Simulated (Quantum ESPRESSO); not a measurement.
# CaSe (Fm-3m): zone-centre phonons, part 2 of 2

Which modes does CaSe (Fm-3m) have at the zone centre?

Quantum ESPRESSO 7.5; DFT LDA, scalar-relativistic, plane waves, GBRV ultrasoft pseudopotentials.

So far. Step 2 (A probe with smearing): A gap of 1.9 eV opens on this mesh, so the crystal is taken as an insulator; the start stands at -3.1 GPa. Step 4 (Self-consistent run for the response): The cell stands at -0.019 GPa, close enough for phonons. The relaxed cell has a = 5.792 Å (conventional setting).

The database entry behind the starting cell differs from later determinations by our own check (0.1 to 0.3 % short, probably kX units), so it need not match the best structure at ambient conditions.

**5. Linear response at Γ**

At q = 0 one unit cell holds all displacements; symmetry groups them into irreducible representations that are solved one by one. The response to a field gives ε∞ and the Born charges, which polar modes need.

ph.in reads:

```
phonons
&inputph
   prefix = 'x'
   outdir = './tmp'
   fildyn = 'g.dyn'
   tr2_ph = 1.0d-18
   epsil = .true.
/
0.000000000000 0.000000000000 0.000000000000
```

Command:

```
> OMP_NUM_THREADS=1 mpirun -n 4 ph.x -nk 4 -in ph.in > ph.out
```

Log:

```text
[banners, grids, parts of the stress and lines that vanish by symmetry left out]
[banner, memory and clock lines left out]
Program PHONON v.7.5

     ./tmp/x.save/

     IMPORTANT: XC functional enforced from input :
     Exchange-correlation= PZ
                           (   1   1   0   0   0   0   0)
     Any further DFT definition will be discarded
     Please, verify this is what you really want

     G-vector sticks info

     Reading collected, re-writing distributed wavefunctions in ./tmp/

     Number and degeneracy of irreps per q-point
       N         xq(1)         xq(2)         xq(3)   N irreps
       1   0.000000000   0.000000000   0.000000000       2
        3   3

     Calculation of q =    0.0000000   0.0000000   0.0000000

     phonons

     bravais-lattice index     =            0
     lattice parameter (alat)  =       7.7392  a.u.
     unit-cell volume          =     327.7694 (a.u.)^3
     number of atoms/cell      =            2
     number of atomic types    =            2
     kinetic-energy cut-off    =      40.0000  Ry
     charge density cut-off    =     240.0000  Ry
     convergence threshold     =      1.0E-18
     beta                      =       0.7000
     number of iterations used =            4
     Exchange-correlation= PZ
                           (   1   1   0   0   0   0   0)

     celldm(1)=    7.73917  celldm(2)=    0.00000  celldm(3)=    0.00000
     celldm(4)=    0.00000  celldm(5)=    0.00000  celldm(6)=    0.00000

     crystal axes: (cart. coord. in units of alat)
               a(1) = (  0.0000  0.7071  0.7071 )
               a(2) = (  0.7071  0.0000  0.7071 )
               a(3) = (  0.7071  0.7071  0.0000 )

     reciprocal axes: (cart. coord. in units 2 pi/alat)
               b(1) = ( -0.7071  0.7071  0.7071 )
               b(2) = (  0.7071 -0.7071  0.7071 )
               b(3) = (  0.7071  0.7071 -0.7071 )

     Atoms inside the unit cell:

     Cartesian axes

     site n.  atom      mass           positions (alat units)
        1  Ca     40.0780   tau(    1) = (    0.00000    0.00000    0.00000  )
        2  Se     78.9710   tau(    2) = (    0.70711    0.70711    0.70711  )

     Computing dynamical matrix for
                    q = (   0.0000000   0.0000000   0.0000000 )

     49 Sym.Ops. (with q -> -q+G )

     G cutoff =  364.1166  (  20539 G-vectors)     FFT grid: ( 40, 40, 40)
     G cutoff =  242.7444  (  11191 G-vectors)  smooth grid: ( 32, 32, 32)
     number of k points=    29
                       cart. coord. in units 2pi/alat
        k(    1) = (   0.0000000   0.0000000   0.0000000), wk =   0.0039062
        k(    2) = (   0.0883883   0.0883883  -0.0883883), wk =   0.0312500
        k(    3) = (   0.1767767   0.1767767  -0.1767767), wk =   0.0312500
        [... further k-points left out ...]

     PseudoPot. # 1 for Ca read from file:
     ./pseudo/Ca.upf
     Pseudo is Ultrasoft + core correction, Zval = 10.0
     Using radial grid of  845 points,  6 beta functions with:
                l(1) =   0
                l(2) =   0
                l(3) =   1
                l(4) =   1
                l(5) =   2
                l(6) =   2
     Q(r) pseudized with  8 coefficients,  rinner =    1.500   1.500   1.500
                                                       1.500   1.500

     PseudoPot. # 2 for Se read from file:
     ./pseudo/Se.upf
     Pseudo is Ultrasoft + core correction, Zval =  6.0
     Using radial grid of  877 points,  6 beta functions with:
                l(1) =   0
                l(2) =   0
                l(3) =   1
                l(4) =   1
                l(5) =   2
                l(6) =   2
     Q(r) pseudized with  8 coefficients,  rinner =    1.300   1.300   1.300
                                                       1.300   1.300

     Mode symmetry, O_h (m-3m)  point group:

     Electric field:
     Dielectric constant
     Born effective charges as d Force / d E

     Atomic displacements:
     There are    2 irreducible representations

     Representation     1      3 modes -  To be done

     Representation     2      3 modes -  To be done

     Alpha used in Ewald sum =   2.4000

     Electric Fields Calculation

      iter #   1   av.it.:   6.8
      thresh= 1.000E-02 alpha_mix =  0.700 |ddv_scf|^2 =  2.580E-07

      iter #   2   av.it.:  15.1
      thresh= 5.079E-05 alpha_mix =  0.700 |ddv_scf|^2 =  1.783E-08

      iter #   3   av.it.:  14.2
      thresh= 1.335E-05 alpha_mix =  0.700 |ddv_scf|^2 =  1.600E-10

      iter #   4   av.it.:  15.5
      thresh= 1.265E-06 alpha_mix =  0.700 |ddv_scf|^2 =  1.747E-11

      iter #   5   av.it.:  15.0
      thresh= 4.180E-07 alpha_mix =  0.700 |ddv_scf|^2 =  1.961E-13

      iter #   6   av.it.:  14.5
      thresh= 4.428E-08 alpha_mix =  0.700 |ddv_scf|^2 =  1.075E-15

      iter #   7   av.it.:  15.0
      thresh= 3.279E-09 alpha_mix =  0.700 |ddv_scf|^2 =  3.214E-17

      iter #   8   av.it.:  14.9
      thresh= 5.669E-10 alpha_mix =  0.700 |ddv_scf|^2 =  5.075E-20

     End of electric fields calculation

          Dielectric constant in cartesian axis

          (       6.079435399       0.000000000       0.000000000 )
          (       0.000000000       6.079435399       0.000000000 )
          (       0.000000000       0.000000000       6.079435399 )

          Effective charges (d Force / dE) in cartesian axis without acoustic sum rule applied (asr)

           atom    1  Ca    Mean Z*:        2.35379
      Ex  (        2.35379       -0.00000       -0.00000 )
      Ey  (       -0.00000        2.35379       -0.00000 )
      Ez  (       -0.00000       -0.00000        2.35379 )
           atom    2  Se    Mean Z*:       -2.36174
      Ex  (       -2.36174       -0.00000       -0.00000 )
      Ey  (       -0.00000       -2.36174       -0.00000 )
      Ez  (       -0.00000       -0.00000       -2.36174 )

          Effective charges Sum: Mean:       -0.00795
             -0.00795       -0.00000       -0.00000
             -0.00000       -0.00795       -0.00000
             -0.00000       -0.00000       -0.00795

          Effective charges (d Force / dE) in cartesian axis with asr applied:
           atom    1  Ca    Mean Z*:        2.35777
      E*x (        2.35777       -0.00000        0.00000 )
      E*y (        0.00000        2.35777        0.00000 )
      E*z (        0.00000        0.00000        2.35777 )
           atom    2  Se    Mean Z*:       -2.35777
      E*x (       -2.35777        0.00000       -0.00000 )
      E*y (       -0.00000       -2.35777       -0.00000 )
      E*z (       -0.00000       -0.00000       -2.35777 )

     Representation #   1 modes #   1   2   3

     Self-consistent Calculation

      iter #   1   av.it.:   5.8
      thresh= 1.000E-02 alpha_mix =  0.700 |ddv_scf|^2 =  9.757E-08

      iter #   2   av.it.:  15.5
      thresh= 3.124E-05 alpha_mix =  0.700 |ddv_scf|^2 =  8.027E-09

      iter #   3   av.it.:  15.6
      thresh= 8.959E-06 alpha_mix =  0.700 |ddv_scf|^2 =  5.054E-10

      iter #   4   av.it.:  16.1
      thresh= 2.248E-06 alpha_mix =  0.700 |ddv_scf|^2 =  1.057E-11

      iter #   5   av.it.:  15.6
      thresh= 3.251E-07 alpha_mix =  0.700 |ddv_scf|^2 =  2.404E-13

      iter #   6   av.it.:  15.6
      thresh= 4.903E-08 alpha_mix =  0.700 |ddv_scf|^2 =  1.289E-15

[...]
End of self-consistent calculation

     Convergence has been achieved

     Representation #   2 modes #   4   5   6

     Self-consistent Calculation

[...]
iter #   2   av.it.:  15.2
      thresh= 1.099E-04 alpha_mix =  0.700 |ddv_scf|^2 =  1.852E-07

      iter #   3   av.it.:  15.9
      thresh= 4.303E-05 alpha_mix =  0.700 |ddv_scf|^2 =  6.033E-10

      iter #   4   av.it.:  16.0
      thresh= 2.456E-06 alpha_mix =  0.700 |ddv_scf|^2 =  2.404E-11

      iter #   5   av.it.:  15.0
      thresh= 4.903E-07 alpha_mix =  0.700 |ddv_scf|^2 =  2.263E-13

      iter #   6   av.it.:  16.3
      thresh= 4.758E-08 alpha_mix =  0.700 |ddv_scf|^2 =  4.439E-16

      iter #   7   av.it.:  15.6
      thresh= 2.107E-09 alpha_mix =  0.700 |ddv_scf|^2 =  2.041E-17

      iter #   8   av.it.:  16.0
      thresh= 4.518E-10 alpha_mix =  0.700 |ddv_scf|^2 =  2.405E-20

     End of self-consistent calculation

     Convergence has been achieved

     Number of q in the star =    1
     List of q in the star:
          1   0.000000000   0.000000000   0.000000000

          Dielectric constant in cartesian axis

          (       6.079435399       0.000000000       0.000000000 )
          (       0.000000000       6.079435399       0.000000000 )
          (       0.000000000       0.000000000       6.079435399 )

          Effective charges (d Force / dE) in cartesian axis without acoustic sum rule applied (asr)

           atom    1  Ca    Mean Z*:        2.35379
      Ex  (        2.35379       -0.00000       -0.00000 )
      Ey  (       -0.00000        2.35379       -0.00000 )
      Ez  (       -0.00000       -0.00000        2.35379 )
           atom    2  Se    Mean Z*:       -2.36174
      Ex  (       -2.36174       -0.00000       -0.00000 )
      Ey  (       -0.00000       -2.36174       -0.00000 )
      Ez  (       -0.00000       -0.00000       -2.36174 )

          Effective charges Sum: Mean:       -0.00795
             -0.00795       -0.00000       -0.00000
             -0.00000       -0.00795       -0.00000
             -0.00000       -0.00000       -0.00795

          Effective charges (d Force / dE) in cartesian axis with asr applied:
           atom    1  Ca    Mean Z*:        2.35777
      E*x (        2.35777       -0.00000        0.00000 )
      E*y (        0.00000        2.35777        0.00000 )
      E*z (        0.00000        0.00000        2.35777 )
           atom    2  Se    Mean Z*:       -2.35777
      E*x (       -2.35777        0.00000       -0.00000 )
      E*y (       -0.00000       -2.35777       -0.00000 )
      E*z (       -0.00000       -0.00000       -2.35777 )

     Diagonalizing the dynamical matrix

     q = (    0.000000000   0.000000000   0.000000000 )

 **************************************************************************
     freq (    1) =      -0.249234 [THz] =      -8.313559 [cm-1]
     freq (    2) =      -0.249234 [THz] =      -8.313559 [cm-1]
     freq (    3) =      -0.249234 [THz] =      -8.313559 [cm-1]
     freq (    4) =       5.742538 [THz] =     191.550462 [cm-1]
     freq (    5) =       5.742538 [THz] =     191.550462 [cm-1]
     freq (    6) =       5.742538 [THz] =     191.550462 [cm-1]
 **************************************************************************

     Mode symmetry, O_h (m-3m)  point group:

     freq (   1-   3) =         -8.3  [cm-1]   --> T_1u G_15  G_4- I
     freq (   4-   6) =        191.6  [cm-1]   --> T_1u G_15  G_4- I
```

The job ended after 2.1 min (4 MPI ranks of AMD EPYC (Zen 3), shared host).

Read from the output:

| Property | Result |
| --- | --- |
| miss of the charge sum rule | 0.007950 e |
| largest acoustic frequency at the zone centre before the sum rule | -8.31 cm⁻¹ |
| highest optical zone-centre mode (no LO-TO term) | 191.6 cm⁻¹ |
| lowest optical zone-centre mode | 191.6 cm⁻¹ |
| mean high-frequency dielectric constant | 6.079 |
| largest Born charge in size (third of the trace) | 2.362 e |

Born charge (rows field, columns displacement), before the sum rule (e), principal values of the symmetric part by kind of site:

| atom | atoms with these values | low | middle | high | mean |
| --- | --- | --- | --- | --- | --- |
| Ca1 | 1 | 2.35 | 2.35 | 2.35 | 2.35 |
| Se2 | 1 | -2.36 | -2.36 | -2.36 | -2.36 |

In full for Ca1:

```
2.35 0.00 0.00
0.00 2.35 0.00
0.00 0.00 2.35
```

High-frequency dielectric tensor:

```
6.08 0.00 0.00
0.00 6.08 0.00
0.00 0.00 6.08
```

The acoustic modes at Γ come out as far as 8.3 cm⁻¹ from zero, where they should vanish, a small numerical error; the Born charges miss their sum rule by 0.0080 e, which is good.

**6. Modes with the sum rule**

A rigid shift of the crystal must cost nothing, but grids and finite bases break this; the acoustic sum rule is imposed before the matrix is diagonalised again. With Born charges the intensities follow, and the static dielectric tensor.

dynmat.in reads:

```
&input
   fildyn = 'g.dyn'
   asr = 'simple'
   fileig = 'dynmat.eig'
   lperm = .true.
/
```

Command:

```
> dynmat.x -in dynmat.in > dynmat.out
```

Log:

```text
[banner, memory and clock lines left out]
Program DYNMAT v.7.5

     Reading Dynamical Matrix from file g.dyn
     ...Force constants read
     ...epsilon and Z* read
     A direction for q was not specified:TO-LO splitting will be absent

     Polarizability (A^3 units)
     multiply by 0.371313 for Clausius-Mossotti correction
        19.632581    0.000000    0.000000
         0.000000   19.632581    0.000000
         0.000000    0.000000   19.632581

     IR activities are in (D/A)^2/amu units

# mode   [cm-1]    [THz]      IR
    1      0.00    0.0000    0.0000
    2      0.00    0.0000    0.0000
    3      0.00    0.0000    0.0000
    4    191.78    5.7495    4.8242
    5    191.78    5.7495    4.8242
    6    191.78    5.7495    4.8242

Electronic dielectric permittivity tensor (relative, adimensional)
         6.079435    0.000000    0.000000
         0.000000    6.079435    0.000000
         0.000000    0.000000    6.079435

 ... with zone-center polar mode contributions
        11.838968    0.000000   -0.000000
         0.000000   11.838968   -0.000000
        -0.000000   -0.000000   11.838968
```

The job ended after 0.82 s (1 thread).

This step gave:

```
highest optical zone-centre mode (no LO-TO term) : 191.8 cm⁻¹
lowest optical zone-centre mode                  : 191.8 cm⁻¹
mean static dielectric constant                  : 11.84
```

Unit eigenvectors of the mass-weighted matrix after the sum rule; no LO-TO term. The modes at Γ (shares of kinetic energy by element, %):

| mode | frequency (cm⁻¹) | symmetry | Ca % | Se % |
| --- | --- | --- | --- | --- |
| 1 | 0.0 | acoustic | 34 | 66 |
| 2 | 0.0 | acoustic | 34 | 66 |
| 3 | 0.0 | acoustic | 34 | 66 |
| 4 | 191.8 | T1u | 66 | 34 |
| 5 | 191.8 | T1u | 66 | 34 |
| 6 | 191.8 | T1u | 66 | 34 |

Displacements in mode 5 (191.8 cm⁻¹), the largest set to 1:
```
Ca1  0.00  0.00  1.00
Se2  0.00  0.00 -0.51
```

Degenerate modes summed, no LO-TO term. Infrared lines, with heights relative to the strongest:

| position (cm⁻¹) | lines merged | label | IR intensity, relative |
| --- | --- | --- | --- |
| 192 | 3 | T1u | 100 |

Static dielectric tensor (ions relaxed, fixed cell):

```
11.84  0.00  0.00
 0.00 11.84  0.00
 0.00  0.00 11.84
```

The rule moves no optical mode by more than 0.3 cm⁻¹.

**7. Modes along a direction of q (1 0 0)**

A longitudinal polar mode sets up a macroscopic field that stiffens it; the term hangs on the direction from which q goes to zero.

dynmat.in reads:

```
&input
   fildyn = 'g.dyn'
   asr = 'simple'
   fileig = 'dynmat.eig'
   q(1) = 1.0
   q(2) = 0.0
   q(3) = 0.0
/
```

Command:

```
> dynmat.x -in dynmat.in > dynmat.out
```

Log:

```text
[banner, memory and clock lines left out]
Program DYNMAT v.7.5

     Reading Dynamical Matrix from file g.dyn
     ...Force constants read
     ...epsilon and Z* read

     Polarizability (A^3 units)
     multiply by 0.371313 for Clausius-Mossotti correction
        19.632581    0.000000    0.000000
         0.000000   19.632581    0.000000
         0.000000    0.000000   19.632581

     IR activities are in (D/A)^2/amu units

# mode   [cm-1]    [THz]      IR
    1     -0.00   -0.0000    0.0000
    2      0.00    0.0000    0.0000
    3      0.00    0.0000    0.0000
    4    191.78    5.7495    4.8242
    5    191.78    5.7495    4.8242
    6    267.63    8.0233    4.8242
```

Wall time 0.82 s (1 thread).

Read from the output:

* highest mode moved by the LO-TO term: 267.6 cm⁻¹

Zone-centre frequencies as printed; negative means imaginary. Modes:

| mode | frequency (cm⁻¹) |
| --- | --- |
| 1 | 0 |
| 2 | 0 |
| 3 | 0 |
| 4 | 191.8 |
| 5 | 191.8 |
| 6 | 267.6 |

The field moves one mode, from 192 to 268 cm⁻¹; the others stay.

**8. Results**

```
space group after relaxation                                           : Fm-3m
volume per atom                                                        : 24.3 Å³
gap on the k-mesh                                                      : 1.71 eV
highest optical zone-centre mode (no LO-TO term)                       : 191.8 cm⁻¹
highest mode moved by the LO-TO term                                   : 267.6 cm⁻¹
mean high-frequency dielectric constant                                : 6.08
largest Born charge in size (third of the trace)                       : 2.36 e
mean static dielectric constant                                        : 11.8
imaginary optical modes at the zone centre (no q mesh in this session) : none
```

In words: At the LDA level the optical modes of CaSe (Fm-3m) at the zone centre (no LO-TO term) lie at 192 cm⁻¹. Along the directions run, the highest mode that the macroscopic field moves lies at 268 cm⁻¹. Lattice motion raises the mean dielectric constant from 6.079 to 11.84. The Born charge of Se is -2.362 e against a formal charge of -2, somewhat above it. The Lyddane-Sachs-Teller relation holds: (ωLO/ωTO)² is 1.95 and ε₀/ε∞ is 1.95. Left out of this account: PBE with GBRV ultrasoft, since it is gradient-corrected and no frozen-mode check or second program bears its response out; PBEsol with GBRV ultrasoft, since it is gradient-corrected and no frozen-mode check or second program bears its response out. What is said of the levels holds for those shown. These are harmonic frequencies at zero temperature: anharmonic shifts and linewidths and thermal expansion are left out.

[Host names and launcher messages were left out of these logs when they were recorded.]

[Logs are printed without paths, hosts, clocks, repeated set-up lines and the standing remarks that a program may print on its own settings, such as how far it seeks lower states.]

[Hosts, paths, dates, database ids (printed as entryN), source tags and the programs' standing remarks are cut or masked in the printed files.]
